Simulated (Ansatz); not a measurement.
# Zn: pressure up to the limit of the methods, part 1 of 2

How does Zn (bcc type) answer strong compression, and how long do frozen cores keep up with all electrons? The runs shown use LAPW, crystal datasets and norm-conserving. Companion runs by PAW are cited. Its runs: the reference run (LAPW); volume scaled by 1 (crystal datasets and norm-conserving); volume scaled by 0.95 (LAPW and crystal datasets); volume scaled by 0.85 (LAPW, crystal datasets and norm-conserving); volume scaled by 0.75 (LAPW, crystal datasets and norm-conserving); volume scaled by 0.65 (LAPW); volume scaled by 0.55 (LAPW and crystal datasets); volume scaled by 0.45 (LAPW); volume scaled by 0.4 (LAPW, crystal datasets and norm-conserving).

This is Zn in the bcc structure; at room conditions it is hcp.

Method: DFT PBE, with the methods named in each step, in Ansatz 0.2.0.

## 1. The system as given

It takes space group Im-3m (No. 229, cubic). The conventional cell has a = 3.135 Å, b = 3.135 Å, c = 3.135 Å, α = 90.00°, β = 90.00°, γ = 90.00°. Around Zn (site symmetry m-3m) lie 8 Zn at 2.71 Å.

Structure file:

```xyz
1
Lattice="-1.5674 1.5674 1.5674 1.5674 -1.5674 1.5674 1.5674 1.5674 -1.5674" Properties=species:S:1:pos:R:3 pbc="T T T"
Zn    0.0000    0.0000    0.0000
```

Whether this phase is the stable one at these pressures isn't tested.

## 2. The reference volume, LAPW

The input, input.yaml:

```yaml
crystal:
  lattice:
    - [-1.5674237287, 1.5674237287, 1.5674237287]
    - [1.5674237287, -1.5674237287, 1.5674237287]
    - [1.5674237287, 1.5674237287, -1.5674237287]
  atoms:
    - { symbol: Zn, position: [0.0, 0.0, 0.0] }
kpoints:
  mp_grid: { grid: [19, 19, 19] }
  band_path:
    path:
      - [0.0, 0.0, 0.0]
      - [0.5, -0.5, 0.5]
      - [0.0, 0.0, 0.5]
      - [0.0, 0.0, 0.0]
      - [0.25, 0.25, 0.25]
      - [0.5, -0.5, 0.5]
      - [0.25, 0.25, 0.25]
      - [0.0, 0.0, 0.5]
    npoints: 14
scf:
  occupations: { method: fermi_dirac, width: 0.1 }
hamiltonian:
  xc: pbe
  pseudopotentials: { kind: all_electron, lapw: { basis_error: 0.001 } }
output:
  forces: true
  stress: true
  eigenvalues: true
  populations: true
  dos: { projected: true, de: 0.2, e_range: [-14, 8] }
```

The run is started by

```console
ansatz run input.yaml --threads 1 --pin off --max-ram 2048MiB --backend cpu --events-out ev --progress --plain --runs-dir out
```

Output (excerpt; [...] marks lines left out):

```text
Zn: projections on atomic orbitals take those of the free atom 1s2 2s2 2p6 3s2 3p6 3d10 4s2, of charge +0.00 (hamiltonian.pseudopotentials.projection_atoms)
LAPW: plane waves up to 8.156 Å⁻¹, error target 1.0e-3 eV per atom; small_component_spin mean_spin; Zn in spheres of 1.357 Å, 20 of its electrons in bands, Dirac shells []
[...]
Pseudopotentials: kind: all_electron
Pseudopotential: Zn, LAPW, valence charge 20, Koelling and Harmon's equation, gaussian nucleus
Functional definition: PBE
[...]
Crystal: 1 atoms, lattice volume = 15.403 Å³
Basis set: ecut = 253.42573927984847 eV, 141 PW (Γ), exchange–correlation at level 2
[...]
Free energy (F): -48872.942393 eV
[...]
E sigma→0 (E₀):  -48872.937174 eV
Entropy (-TS):   -0.010439 eV (-10.439 meV/atom)
Fermi energy:    13.800059 eV
[...]
--- Forces (eV/Å), atoms counted from 1 ---
  atom   1  Zn    -0.00000000     0.00000000     0.00000000
[...]
--- Stress (GPa, compression-positive) ---
        0.014181      -0.000000       0.000000
       -0.000000       0.014181      -0.000000
        0.000000      -0.000000       0.014181
  P = ⅓ Tr σ = 0.0142 GPa (0.142 kbar)
--- Band table (eV; the first three rows and the last of 220) ---
  k-point 0: bands = ["-112.8144", "-66.9601", "-66.9601", "-66.9601", "3.3812", "6.0140", "6.0140", "6.0140", "6.5152", "6.5152", "32.7389", "32.7389", "32.7389", "34.1546"]
[...]
--- Löwdin populations: 1 site ---
  site symbol       q [e]
     0     Zn     29.4802
  spilling = 0.017328 (of n_electrons = 30.000000)
```

Run time: 6.5 s. Hardware: 1 thread of AMD EPYC 9R45 (Zen 5), shared host; peak memory 0.36 GiB.

This run gives: pressure 0.01 GPa; no gap.

At the corners of the path (eV, zero at the Fermi level):

```
point  band 7  band 8  band 9  band 10  band 11  band 12  band 13
    Γ   -7.79   -7.79   -7.28    -7.28    18.94    18.94    18.94
    H   -7.03   -7.03   -7.03     4.11     4.11     4.11     7.42
    N   -7.31   -7.25   -6.95    -2.72    -1.04    11.20    12.53
    Γ   -7.79   -7.79   -7.28    -7.28    18.94    18.94    18.94
    P   -7.90   -7.24   -7.24     1.83     2.23     2.23     2.23
    H   -7.03   -7.03   -7.03     4.11     4.11     4.11     7.42
    P   -7.90   -7.24   -7.24     1.83     2.23     2.23     2.23
    N   -7.31   -7.25   -6.95    -2.72    -1.04    11.20    12.53
```

States per cell, counted by energy window (eV from the Fermi level, on a grid of 0.20 eV):

```
from  to  total  Zn 3d  Zn 4s
 -10  -9   0.10   0.00   0.09
  -9  -8   1.55   1.28   0.26
  -8  -7   7.95   7.82   0.10
  -7  -6   0.85   0.73   0.11
  -6  -5   0.22   0.05   0.15
  -5  -4   0.23   0.03   0.17
  -4  -3   0.26   0.02   0.17
  -3  -2   0.29   0.01   0.15
  -2  -1   0.24   0.01   0.10
  -1   0   0.27   0.01   0.13
   0   1   0.34   0.01   0.16
   1   2   0.36   0.01   0.12
   2   3   0.37   0.00   0.08
   3   4   0.39   0.00   0.05
   4   5   0.42   0.00   0.03
```

## 3. Volume scaled by 1, crystal datasets

The input, input.yaml:

```yaml
crystal:
  lattice:
    - [-1.5674237287, 1.5674237287, 1.5674237287]
    - [1.5674237287, -1.5674237287, 1.5674237287]
    - [1.5674237287, 1.5674237287, -1.5674237287]
  atoms:
    - { symbol: Zn, position: [0.0, 0.0, 0.0] }
kpoints:
  mp_grid: { grid: [19, 19, 19] }
scf:
  occupations: { method: fermi_dirac, width: 0.1 }
hamiltonian:
  xc: pbe
  pseudopotentials: { kind: all_electron, datasets: crystal }
output:
  forces: true
  stress: true
  eigenvalues: true
```

The run is started by

```console
ansatz run input.yaml --threads 1 --pin off --max-ram 2048MiB --backend cpu --events-out ev --progress --plain --runs-dir out
```

Output (excerpt; [...] marks lines left out):

```text
[...]
[... 1 set-up line as earlier in the session ...]
Pseudopotential: Zn, paw, valence charge 12, recommended cutoff 260 eV (normal), Koelling and Harmon's equation, gaussian nucleus
[... 1 set-up line as earlier in the session ...]
[...]
Crystal: 1 atoms, lattice volume = 15.403 Å³
Basis set: ecut = 260 eV, 141 PW (Γ), exchange–correlation on 30×30×30 points (8 copies of the dense FFT grid, shifted against one another)
[...]
--- Forces (eV/Å), atoms counted from 1 ---
  atom   1  Zn    -0.00000000     0.00000000     0.00000000
[...]
--- Stress (GPa, compression-positive) ---
        0.016116      -0.000000       0.000000
        0.000000       0.016116       0.000000
       -0.000000       0.000000       0.016116
  P = ⅓ Tr σ = 0.0161 GPa (0.161 kbar)
--- Band table (eV; the first three rows and the last of 220) ---
  k-point 0: bands = ["3.3811", "6.0138", "6.0138", "6.0138", "6.5150", "6.5150", "32.7388", "32.7388"]
[...]
```

Run time: 4.4 s. Hardware: 1 thread of AMD EPYC 9R45 (Zen 5), shared host; peak memory 0.4 GiB.

In short: pressure 0.02 GPa; no gap.

## 4. Volume scaled by 1, norm-conserving

input.yaml: that of step 3 with these lines changed.

```diff
@@ -13,3 +13,3 @@
   xc: pbe
-  pseudopotentials: { kind: all_electron, datasets: crystal }
+  pseudopotentials: { kind: nc }
 output:
```

The run is started by

```console
ansatz run input.yaml --threads 1 --pin off --max-ram 2048MiB --backend cpu --events-out ev --progress --plain --runs-dir out
```

Output (excerpt; [...] marks lines left out):

```text
[...]
Pseudopotentials: kind: nc
Pseudopotential: Zn, nc, valence charge 20, recommended cutoff 1142.878222 eV (normal), Zn.nc.azcp
[... 1 set-up line as earlier in the session ...]
[...]
Crystal: 1 atoms, lattice volume = 15.403 Å³
Basis set: ecut = 1142.878222 eV, 1409 PW (Γ), exchange–correlation on 60×60×60 points (8 copies of the dense FFT grid, shifted against one another)
[...]
  atom   1  Zn     0.00000000    -0.00000000     0.00000000
[...]
--- Stress (GPa, compression-positive) ---
       -0.026474      -0.000000       0.000000
       -0.000000      -0.026474       0.000000
        0.000000       0.000000      -0.026474
  P = ⅓ Tr σ = -0.0265 GPa (-0.265 kbar)
--- Band table (eV; the first three rows and the last of 220) ---
  k-point 0: bands = ["-111.7387", "-65.8753", "-65.8753", "-65.8753", "4.4464", "7.1052", "7.1052", "7.1052", "7.6116", "7.6116", "33.8042", "33.8042", "33.8042", "35.2234"]
[...]
```

Wall time 2.9 s (1 thread of AMD EPYC 9R45 (Zen 5), shared host); peak memory 0.38 GiB.

This run gives: pressure -0.03 GPa; no gap.

## 5. Volume scaled by 0.95, LAPW

The input, input.yaml:

```yaml
crystal:
  lattice:
    - [-1.5408520916, 1.5408520916, 1.5408520916]
    - [1.5408520916, -1.5408520916, 1.5408520916]
    - [1.5408520916, 1.5408520916, -1.5408520916]
  atoms:
    - { symbol: Zn, position: [0.0, 0.0, 0.0] }
kpoints:
  mp_grid: { grid: [19, 19, 19] }
  band_path:
    path:
      - [0.0, 0.0, 0.0]
      - [0.5, -0.5, 0.5]
      - [0.0, 0.0, 0.5]
      - [0.0, 0.0, 0.0]
      - [0.25, 0.25, 0.25]
      - [0.5, -0.5, 0.5]
      - [0.25, 0.25, 0.25]
      - [0.0, 0.0, 0.5]
    npoints: 8
scf:
  occupations: { method: fermi_dirac, width: 0.1 }
hamiltonian:
  xc: pbe
  pseudopotentials: { kind: all_electron, lapw: { basis_error: 0.001 } }
output:
  forces: true
  stress: true
  eigenvalues: true
  populations: true
  dos: { projected: true, de: 0.2, e_range: [-14, 8] }
```

The run is started by

```console
ansatz run input.yaml --threads 1 --pin off --max-ram 2048MiB --backend cpu --events-out ev --progress --plain --runs-dir out
```

Output (excerpt; [...] marks lines left out):

```text
Zn: projections on atomic orbitals take those of the free atom 1s2 2s2 2p6 3s2 3p6 3d10 4s2, of charge +0.00 (hamiltonian.pseudopotentials.projection_atoms)
LAPW: plane waves up to 8.327 Å⁻¹, error target 1.0e-3 eV per atom; small_component_spin mean_spin; Zn in spheres of 1.334 Å, 20 of its electrons in bands, Dirac shells []
[...]
[... 1 set-up line as earlier in the session ...]
[...]
       -0.000000       3.802488      -0.000000
       -0.000000      -0.000000       3.802488
  P = ⅓ Tr σ = 3.8025 GPa (38.025 kbar)
--- Band table (eV; the first three rows and the last of 220) ---
  k-point 0: bands = ["-112.0009", "-66.1426", "-66.1426", "-66.1426", "3.8938", "6.8019", "6.8019", "6.8019", "7.3509", "7.3509", "34.5374", "34.5374", "34.5374", "35.5016"]
[...]
--- Löwdin populations: 1 site ---
  site symbol       q [e]
     0     Zn     29.4635
  spilling = 0.017885 (of n_electrons = 30.000000)
```

Run time: 6.6 s. Hardware: 1 thread of AMD EPYC 9R45 (Zen 5), shared host; peak memory 0.36 GiB.

This run gives: pressure 3.80 GPa; no gap.

## 6. Volume scaled by 0.95, crystal datasets

The input, input.yaml:

```yaml
crystal:
  lattice:
    - [-1.5408520916, 1.5408520916, 1.5408520916]
    - [1.5408520916, -1.5408520916, 1.5408520916]
    - [1.5408520916, 1.5408520916, -1.5408520916]
  atoms:
    - { symbol: Zn, position: [0.0, 0.0, 0.0] }
kpoints:
  mp_grid: { grid: [19, 19, 19] }
scf:
  occupations: { method: fermi_dirac, width: 0.1 }
hamiltonian:
  xc: pbe
  pseudopotentials: { kind: all_electron, datasets: crystal }
output:
  forces: true
  stress: true
  eigenvalues: true
```

The run is started by

```console
ansatz run input.yaml --threads 1 --pin off --max-ram 2048MiB --backend cpu --events-out ev --progress --plain --runs-dir out
```

Output (excerpt; [...] marks lines left out):

```text
[...]
[... 1 set-up line as earlier in the session ...]
Pseudopotential: Zn, paw, valence charge 20, recommended cutoff 260 eV (normal), Koelling and Harmon's equation, gaussian nucleus
[... 1 set-up line as earlier in the session ...]
[...]
Crystal: 1 atoms, lattice volume = 14.633 Å³
Basis set: ecut = 260 eV, 141 PW (Γ), exchange–correlation on 30×30×30 points (8 copies of the dense FFT grid, shifted against one another)
[...]
  atom   1  Zn    -0.00000000     0.00000000    -0.00000000
[...]
--- Stress (GPa, compression-positive) ---
        3.799257       0.000000       0.000000
       -0.000000       3.799257       0.000000
        0.000000       0.000000       3.799257
  P = ⅓ Tr σ = 3.7993 GPa (37.993 kbar)
  It holds what live shells' own plane waves past their cutoff add
--- Band table (eV; the first three rows and the last of 220) ---
  k-point 0: bands = ["3.8938", "6.8024", "6.8024", "6.8024", "7.3514", "7.3514", "34.5374", "34.5374"]
[...]
```

Wall time 4.6 s (1 thread of AMD EPYC 9R45 (Zen 5), shared host); peak memory 0.43 GiB.

Read from it: pressure 3.80 GPa; no gap.

## 7. Volume scaled by 0.85, LAPW

The input, input.yaml:

```yaml
crystal:
  lattice:
    - [-1.4847707124, 1.4847707124, 1.4847707124]
    - [1.4847707124, -1.4847707124, 1.4847707124]
    - [1.4847707124, 1.4847707124, -1.4847707124]
  atoms:
    - { symbol: Zn, position: [0.0, 0.0, 0.0] }
kpoints:
  mp_grid: { grid: [19, 19, 19] }
scf:
  occupations: { method: fermi_dirac, width: 0.1 }
hamiltonian:
  xc: pbe
  pseudopotentials: { kind: all_electron, lapw: { basis_error: 0.001 } }
output:
  forces: true
  stress: true
  eigenvalues: true
  populations: true
```

The run is started by

```console
ansatz run input.yaml --threads 1 --pin off --max-ram 2048MiB --backend cpu --events-out ev --progress --plain --runs-dir out
```

Output (excerpt; [...] marks lines left out):

```text
Zn: projections on atomic orbitals take those of the free atom 1s2 2s2 2p6 3s2 3p6 3d10 4s2, of charge +0.00 (hamiltonian.pseudopotentials.projection_atoms)
LAPW: plane waves up to 8.706 Å⁻¹, error target 1.0e-3 eV per atom; small_component_spin mean_spin; Zn in spheres of 1.286 Å, 20 of its electrons in bands, Dirac shells []
[...]
[... 1 set-up line as earlier in the session ...]
[...]
        0.000000      16.068166       0.000000
       -0.000000       0.000000      16.068166
  P = ⅓ Tr σ = 16.0682 GPa (160.682 kbar)
--- Band table (eV; the first three rows and the last of 220) ---
  k-point 0: bands = ["-110.1011", "-64.2320", "-64.2320", "-64.2320", "5.1157", "8.6368", "8.6368", "8.6368", "9.3034", "9.3034", "38.5996", "38.5996", "38.5996", "38.7491"]
[...]
--- Löwdin populations: 1 site ---
  site symbol       q [e]
     0     Zn     29.4298
  spilling = 0.019008 (of n_electrons = 30.000000)
```

It took 5.7 s on 1 thread of AMD EPYC 9R45 (Zen 5), shared host; peak memory 0.36 GiB.

Result: pressure 16.07 GPa; no gap.

## 8. Volume scaled by 0.85, crystal datasets

input.yaml: that of step 7 with these lines changed.

```diff
@@ -13,3 +13,3 @@
   xc: pbe
-  pseudopotentials: { kind: all_electron, lapw: { basis_error: 0.001 } }
+  pseudopotentials: { kind: all_electron, datasets: crystal }
 output:
@@ -18,2 +18 @@
   eigenvalues: true
-  populations: true
```

The run is started by

```console
ansatz run input.yaml --threads 1 --pin off --max-ram 2048MiB --backend cpu --events-out ev --progress --plain --runs-dir out
```

Output (excerpt; [...] marks lines left out):

```text
[...]
[... 1 set-up line as earlier in the session ...]
Pseudopotential: Zn, paw, valence charge 20, recommended cutoff 300 eV (normal), Koelling and Harmon's equation, gaussian nucleus
[... 1 set-up line as earlier in the session ...]
[...]
Crystal: 1 atoms, lattice volume = 13.093 Å³
Basis set: ecut = 300 eV, 141 PW (Γ), exchange–correlation on 30×30×30 points (8 copies of the dense FFT grid, shifted against one another)
[...]
  atom   1  Zn     0.00000000    -0.00000000     0.00000000
[...]
--- Stress (GPa, compression-positive) ---
       16.068377       0.000000      -0.000000
        0.000000      16.068377      -0.000000
       -0.000000       0.000000      16.068377
  P = ⅓ Tr σ = 16.0684 GPa (160.684 kbar)
  It holds what live shells' own plane waves past their cutoff add
--- Band table (eV; the first three rows and the last of 220) ---
  k-point 0: bands = ["5.1157", "8.6368", "8.6368", "8.6368", "9.3033", "9.3033", "38.5994", "38.5994"]
[...]
```

Run time: 4.4 s. Hardware: 1 thread of AMD EPYC 9R45 (Zen 5), shared host; peak memory 0.44 GiB.

In short: pressure 16.07 GPa; no gap.

## 9. Volume scaled by 0.85, norm-conserving

input.yaml: that of step 8 with these lines changed.

```diff
@@ -13,3 +13,3 @@
   xc: pbe
-  pseudopotentials: { kind: all_electron, datasets: crystal }
+  pseudopotentials: { kind: nc }
 output:
```

The run is started by

```console
ansatz run input.yaml --threads 1 --pin off --max-ram 2048MiB --backend cpu --events-out ev --progress --plain --runs-dir out
```

Output (excerpt; [...] marks lines left out):

```text
[...]
[... 3 set-up lines as earlier in the session ...]
[...]
Crystal: 1 atoms, lattice volume = 13.093 Å³
Basis set: ecut = 1142.878222 eV, 1157 PW (Γ), exchange–correlation on 60×60×60 points (8 copies of the dense FFT grid, shifted against one another)
[...]
  atom   1  Zn     0.00000000    -0.00000000    -0.00000000
[...]
--- Stress (GPa, compression-positive) ---
       16.078244      -0.000000       0.000000
       -0.000000      16.078244       0.000000
       -0.000000       0.000000      16.078244
  P = ⅓ Tr σ = 16.0782 GPa (160.782 kbar)
--- Band table (eV; the first three rows and the last of 220) ---
  k-point 0: bands = ["-108.8115", "-62.9424", "-62.9424", "-62.9424", "6.3722", "9.9302", "9.9302", "9.9302", "10.6052", "10.6052", "39.8580", "39.8580", "39.8580", "40.0095"]
[...]
```

Run time: 2.4 s. Hardware: 1 thread of AMD EPYC 9R45 (Zen 5), shared host; peak memory 0.36 GiB.

Result: pressure 16.08 GPa; no gap.

## 10. Volume scaled by 0.75, LAPW

The input, input.yaml:

```yaml
crystal:
  lattice:
    - [-1.4240989676, 1.4240989676, 1.4240989676]
    - [1.4240989676, -1.4240989676, 1.4240989676]
    - [1.4240989676, 1.4240989676, -1.4240989676]
  atoms:
    - { symbol: Zn, position: [0.0, 0.0, 0.0] }
kpoints:
  mp_grid: { grid: [19, 19, 19] }
scf:
  occupations: { method: fermi_dirac, width: 0.1 }
hamiltonian:
  xc: pbe
  pseudopotentials: { kind: all_electron, lapw: { basis_error: 0.001 } }
output:
  forces: true
  stress: true
  eigenvalues: true
  populations: true
```

The run is started by

```console
ansatz run input.yaml --threads 1 --pin off --max-ram 2048MiB --backend cpu --events-out ev --progress --plain --runs-dir out
```

Output (excerpt; [...] marks lines left out):

```text
Zn: projections on atomic orbitals take those of the free atom 1s2 2s2 2p6 3s2 3p6 3d10 4s2, of charge +0.00 (hamiltonian.pseudopotentials.projection_atoms)
LAPW: plane waves up to 9.152 Å⁻¹, error target 1.0e-3 eV per atom; small_component_spin mean_spin; Zn in spheres of 1.233 Å, 20 of its electrons in bands, Dirac shells []
[...]
[... 1 set-up line as earlier in the session ...]
[...]
        0.000000      39.352532       0.000000
        0.000000       0.000000      39.352532
  P = ⅓ Tr σ = 39.3525 GPa (393.525 kbar)
--- Band table (eV; the first three rows and the last of 220) ---
  k-point 0: bands = ["-107.7242", "-61.8375", "-61.8375", "-61.8375", "6.6923", "10.9242", "10.9242", "10.9242", "11.7485", "11.7485", "42.3950", "42.3950", "42.3950", "44.0429"]
[...]
--- Löwdin populations: 1 site ---
  site symbol       q [e]
     0     Zn     29.3972
  spilling = 0.020094 (of n_electrons = 30.000000)
```

Run time: 5.9 s. Hardware: 1 thread of AMD EPYC 9R45 (Zen 5), shared host; peak memory 0.36 GiB.

Read from it: pressure 39.35 GPa; no gap.

## 11. Volume scaled by 0.75, crystal datasets

input.yaml: that of step 10 with these lines changed.

```diff
@@ -13,3 +13,3 @@
   xc: pbe
-  pseudopotentials: { kind: all_electron, lapw: { basis_error: 0.001 } }
+  pseudopotentials: { kind: all_electron, datasets: crystal }
 output:
@@ -18,2 +18 @@
   eigenvalues: true
-  populations: true
```

The run is started by

```console
ansatz run input.yaml --threads 1 --pin off --max-ram 2048MiB --backend cpu --events-out ev --progress --plain --runs-dir out
```

Output (excerpt; [...] marks lines left out):

```text
[...]
[... 1 set-up line as earlier in the session ...]
Pseudopotential: Zn, paw, valence charge 20, recommended cutoff 320 eV (normal), Koelling and Harmon's equation, gaussian nucleus
[... 1 set-up line as earlier in the session ...]
[...]
Crystal: 1 atoms, lattice volume = 11.553 Å³
Basis set: ecut = 320 eV, 141 PW (Γ), exchange–correlation on 30×30×30 points (8 copies of the dense FFT grid, shifted against one another)
[...]
  atom   1  Zn     0.00000000    -0.00000000    -0.00000000
[...]
--- Stress (GPa, compression-positive) ---
       39.354411      -0.000000      -0.000000
        0.000000      39.354411       0.000000
       -0.000000      -0.000000      39.354411
  P = ⅓ Tr σ = 39.3544 GPa (393.544 kbar)
  It holds what live shells' own plane waves past their cutoff add
--- Band table (eV; the first three rows and the last of 220) ---
  k-point 0: bands = ["6.6923", "10.9243", "10.9243", "10.9243", "11.7485", "11.7485", "42.3948", "42.3948"]
[...]
```

Run time: 4.4 s. Hardware: 1 thread of AMD EPYC 9R45 (Zen 5), shared host; peak memory 0.44 GiB.

In short: pressure 39.35 GPa; no gap.

## 12. Volume scaled by 0.75, norm-conserving

input.yaml: that of step 11 with these lines changed.

```diff
@@ -13,3 +13,3 @@
   xc: pbe
-  pseudopotentials: { kind: all_electron, datasets: crystal }
+  pseudopotentials: { kind: nc }
 output:
```

The run is started by

```console
ansatz run input.yaml --threads 1 --pin off --max-ram 2048MiB --backend cpu --events-out ev --progress --plain --runs-dir out
```

Output (excerpt; [...] marks lines left out):

```text
[...]
[... 3 set-up lines as earlier in the session ...]
[...]
Crystal: 1 atoms, lattice volume = 11.553 Å³
Basis set: ecut = 1142.878222 eV, 959 PW (Γ), exchange–correlation on 60×60×60 points (8 copies of the dense FFT grid, shifted against one another)
[...]
  atom   1  Zn     0.00000000    -0.00000000     0.00000000
[...]
--- Stress (GPa, compression-positive) ---
       39.522907       0.000000      -0.000000
        0.000000      39.522907       0.000000
       -0.000000       0.000000      39.522907
  P = ⅓ Tr σ = 39.5229 GPa (395.229 kbar)
--- Band table (eV; the first three rows and the last of 220) ---
  k-point 0: bands = ["-106.2395", "-60.3637", "-60.3637", "-60.3637", "8.1201", "12.3956", "12.3956", "12.3956", "13.2313", "13.2313", "43.8223", "43.8223", "43.8223", "45.4801"]
[...]
```

Wall time 2.2 s (1 thread of AMD EPYC 9R45 (Zen 5), shared host); peak memory 0.35 GiB.

In short: pressure 39.52 GPa; no gap.

(Continued in part 2 of 2.)
